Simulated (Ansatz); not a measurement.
# EuS (rocksalt): equation of state

One table from this session's results is given with a row withheld; the runs are named, their logs left out.

Program: Ansatz 0.2.0. Level of theory: DFT r²SCAN, scalar-relativistic, plane waves, PAW. These are calculated values, not measurements.

2 further runs of the same task are left out: 1 that didn't finish, 1 set aside as unsound or not needed.

### The structure to begin with

Symmetry: Fm-3m, No. 225, cubic system. Conventional cell: a = 5.873 Å, b = 5.873 Å, c = 5.873 Å, α = 90.00°, β = 90.00°, γ = 90.00°. Eu (site symmetry m-3m) is surrounded by 6 S at 2.94 Å. S (site symmetry m-3m) has 6 Eu at 2.94 Å as nearest neighbours.

As a file:

```
Eu S
1.0
     0.00000    2.93668    2.93668
     2.93668    0.00000    2.93668
     2.93668    2.93668    0.00000
Eu S
1 1
Direct
  0.50000 0.50000 0.50000
  0.00000 0.00000 0.00000
```

This cell comes from an earlier session at r²SCAN: 25.326 Å³/atom at 0.00 GPa, on a 10×10×10 mesh.

Volume factors to run: 0.980, 1.020, 0.960, 1.040, 1.070.

The first run:

The input, input.yaml:

```yaml
crystal:
  lattice:
    - [0.0, 2.9169665209, 2.9169665209]
    - [2.9169665209, 0.0, 2.9169665209]
    - [2.9169665209, 2.9169665209, 0.0]
  atoms:
    - { symbol: Eu, position: [0.5, 0.5, 0.5], spin: 7.47 }
    - { symbol: S, position: [0.0, 0.0, 0.0] }
basis:
  ecutwfc: 500
  ecutrho_ratio: 4
kpoints:
  mp_grid: { grid: [10, 10, 10] }
hamiltonian:
  xc: r2scan
scf:
  occupations: { method: gaussian, width: 0.05 }
output:
  forces: true
  stress: true
  eigenvalues: true
  populations: true
magnetization:
  spin_polarized: true
```

Run with:

```console
> ansatz run input.yaml --threads 2 --pin off --max-ram 2662MiB --backend cpu --events-out ev --progress --plain --runs-dir out
```

Steps of the session up to this table: Volume × 0.980; Scaling the volume by 1.020; Scaling the volume by 0.960; Volume × 1.040; At 1.070 of the relaxed volume.

One table of the session follows, with a row left open; its other results are not shown here.

It belongs to the step «The fit». 

```
volume (Å³/atom)  energy (meV/atom)  pressure (GPa)  moment of atom 1 (μB)
          24.313               7.35            2.40                   6.76
          24.820                  ?               ?                      ?
          25.326               0.00            0.00                   6.79
          25.833               1.62           -1.02                   6.80
          26.339               6.27           -1.93                   6.82
          27.099              18.40           -3.16                   6.83
```

Estimate the missing values for volume (Å³/atom) = 24.820.

Worked estimate for «energy (meV/atom)». A straight line through the neighbours (24.313, 7.35) and (25.326, 0.00) gives 7.35 + (0.00 − 7.35) × (24.820 − 24.313) / (25.326 − 24.313) = 3.67; a parabola fitted to 3 rows on both sides gives 1.91.

As computed: energy (meV/atom): 1.79; pressure (GPa): 1.14; moment of atom 1 (μB): 6.78. In «energy (meV/atom)» the line misses by +1.88 and the parabola by +0.12.

Limits of these values: Warnings in the runs' records: stability check not made, given moment on shells.
